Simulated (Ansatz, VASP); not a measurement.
Two plane-wave programs on Mn

```xyz
4
Lattice="3.3348 0.0000 0.0000 -1.6674 2.8880 0.0000 0.0000 0.0000 5.5024" Properties=species:S:1:pos:R:3 pbc="T T T"
Mn    0.0000    1.9253    2.4073
Mn    1.6674    0.9627    5.1585
Mn    1.6674    0.9627    3.0951
Mn    0.0000    1.9253    0.3439
```

Alike in both runs: task relaxation of cell and atoms; functional PBEsol; k mesh 6 × 6 × 4; occupations gaussian, width 0.1 eV; no spin polarisation.

|  | VASP | Ansatz |
| --- | --- | --- |
| version | VASP 6.6.1 | Ansatz 0.2.0 |
| potentials or method | VASP PAW PBE potentials, release 64 (Mn_pv) | scalar-relativistic, plane waves, PAW |
| plane-wave cutoff (eV) | 600 | 420 |
| valence electrons in the cell | 52 | 60 |

|  | VASP | Ansatz | Ansatz less VASP |
| --- | --- | --- | --- |
| gap on the k mesh at the Fermi level, each at its own relaxed structure (eV) | none | none | - |
| relaxed volume (Å³/atom) | 14.54 | 13.32 | -1.226 |
| relaxed cell length with the largest relative difference (Å) | 5.655 | 4.706 | -0.9494 |
| energy change over the relaxation (meV/atom) | -70 | -412 | -341.5 |

A gap of «none» marks a metal or a gap that the smearing closes. One of these differences is far larger than is usual between the two programs; its cause wasn't traced. The two sets of potentials don't hold the same shells in valence.

Caveats: the k mesh is coarse (spacing up to 0.36 Å⁻¹), so the values aren't converged; the PAW data sets were made with another functional, which shifts forces and pressure a little (VASP); the run has no spin polarisation, though such a crystal can be magnetic. Spin polarisation is off, so any magnetic state and its effect on volume and gap are missing.
